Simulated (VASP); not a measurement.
BaTiO3, 5 atoms in the cell. It takes space group Amm2 (No. 38, orthorhombic). Conventional cell: a = 3.947 Å, b = 5.622 Å, c = 5.633 Å, α = 90.00°, β = 90.00°, γ = 90.00°. Around Ba (site symmetry mm2) lie 12 O at 2.76 to 2.88 Å. Around Ti (site symmetry mm2) lie 6 O at 1.89 to 2.10 Å. O (site symmetry mm2) is surrounded by 2 Ti at 1.98 Å. O (site symmetry m) has 2 Ti at 1.89 to 2.10 Å as nearest neighbours. 

- Program: VASP 6.6.1
- Task: dielectric tensor
- Functional: PBEsol
- Dispersion: D3(BJ)
- Potentials or basis: VASP PAW PBE potentials, release 64 (Ba_sv, Ti_sv, O)
- Cutoff: 520 eV
- k mesh: 8 × 8 × 8
- Occupations: gaussian, width 0.02 eV
- Spin: no spin polarisation
- Further INCAR settings: ALGO = Normal; EDIFF = 1e-07

Potentials or basis: VASP PAW PBE potentials, release 64 (Ba_sv, Ti_sv, O).

The run is started by

```bash
$ cat potpaw_PBE.64/Ba_sv/POTCAR potpaw_PBE.64/Ti_sv/POTCAR potpaw_PBE.64/O/POTCAR > POTCAR
$ mpirun -np 8 vasp_std > vasp.out
```

Hardware: 8 MPI ranks on Intel(R) Xeon(R) Platinum 8488C (Sapphire Rapids), with other jobs on the host.

Problem. How long does it take, and how much memory?

Solution. Run time: 15 min on 8 MPI ranks on Intel(R) Xeon(R) Platinum 8488C (Sapphire Rapids), with other jobs on the host, peak memory 0.73 GiB a rank. Counts: scf iterations 308, k points 105.
